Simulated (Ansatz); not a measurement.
# GaP: the crystal squeezed far

The task here is to estimate one member of a computed series from the others.

Computed with Ansatz 0.2.0 (DFT r²SCAN, with the methods named in each step, unless a step's input says otherwise).

## The structure to begin with

Symmetry: Fm-3m, No. 225, cubic system. The conventional cell has a = 4.694 Å, b = 4.694 Å, c = 4.694 Å, α = 90.00°, β = 90.00°, γ = 90.00°. Ga (site symmetry m-3m) has 6 P at 2.35 Å as nearest neighbours. P (site symmetry m-3m) has 6 Ga at 2.35 Å as nearest neighbours.

As a file:

```cif
data_structure
_symmetry_space_group_name_H-M 'Fm-3m'
_symmetry_Int_Tables_number 225
_cell_length_a 4.6944
_cell_length_b 4.6944
_cell_length_c 4.6944
_cell_angle_alpha 90.000
_cell_angle_beta 90.000
_cell_angle_gamma 90.000
_cell_volume 103.45
loop_
_atom_site_label
_atom_site_type_symbol
_atom_site_symmetry_multiplicity
_atom_site_Wyckoff_symbol
_atom_site_fract_x
_atom_site_fract_y
_atom_site_fract_z
_atom_site_occupancy
Ga1 Ga 4 a 0.00000 0.00000 0.00000 1
P1 P 4 b 0.50000 0.00000 0.00000 1
```

The file gives the conventional cell by its symmetry; the runs use the cell typed in the input.

Whether this phase is the stable one at these pressures isn't tested.

Atoms are numbered in the order of the input: Ga1, P2.

The first run:

The input, input.yaml:

```yaml
crystal:
  lattice:
    - [0.0, 2.3472160896, 2.3472160896]
    - [2.3472160896, 0.0, 2.3472160896]
    - [2.3472160896, 2.3472160896, 0.0]
  atoms:
    - { symbol: Ga, position: [0.0, 0.0, 0.0] }
    - { symbol: P, position: [0.5, 0.5, 0.5] }
kpoints:
  mp_grid: { grid: [14, 14, 14] }
scf:
  occupations: { method: fermi_dirac, width: 0.05 }
hamiltonian:
  xc: r2scan
  pseudopotentials: { kind: paw }
output:
  forces: true
  stress: true
relax:
  f_tol: 0.005
  max_steps: 40
  cell: {}
```

The run is started by

```sh
$ ansatz run input.yaml --threads 1 --pin off --max-ram 2048MiB --backend cpu --events-out ev --progress --plain --runs-dir out
```

Among the steps run: Cell relaxed at zero pressure, PAW; More of the same log: cell relaxed at zero pressure; Volume scaled by 1, PAW; Volume scaled by 0.94, PAW; Volume scaled by 0.88, PAW; Volume scaled by 0.8, PAW; Volume scaled by 0.72, PAW; Volume scaled by 0.72, PAW (level accurate); Volume scaled by 0.64, PAW; Volume scaled by 0.55, PAW; Volume scaled by 0.55, PAW (level accurate).

One table of the session follows, with a row left open; its other results are not shown here.

| method | volume over the first | volume (Å³/atom) | pressure (GPa) |
| --- | --- | --- | --- |
| PAW | 1 | 16.757 | 0.02 |
| PAW | 0.94 | ? | ? |
| PAW | 0.88 | 14.746 | 16.87 |
| PAW | 0.8 | 13.405 | 36.21 |
| PAW | 0.72 | 12.065 | 66.83 |
| PAW | 0.64 | 10.724 | 116.56 |
| PAW | 0.55 | 9.216 | 214.23 |
| PAW (level accurate) | 0.72 | 12.065 | 67.02 |
| PAW (level accurate) | 0.55 | 9.216 | 214.16 |

Q: Estimate the row for PAW, 0.94 from the others.

**Answer.** volume (Å³/atom): 15.751; pressure (GPa): 7.07. In the column «volume (Å³/atom)» it lies between PAW, 0.88 (14.746) and PAW, 1 (16.757).

Limits of these values: Warnings in the runs' records: accurate level unavailable, written density without core change.
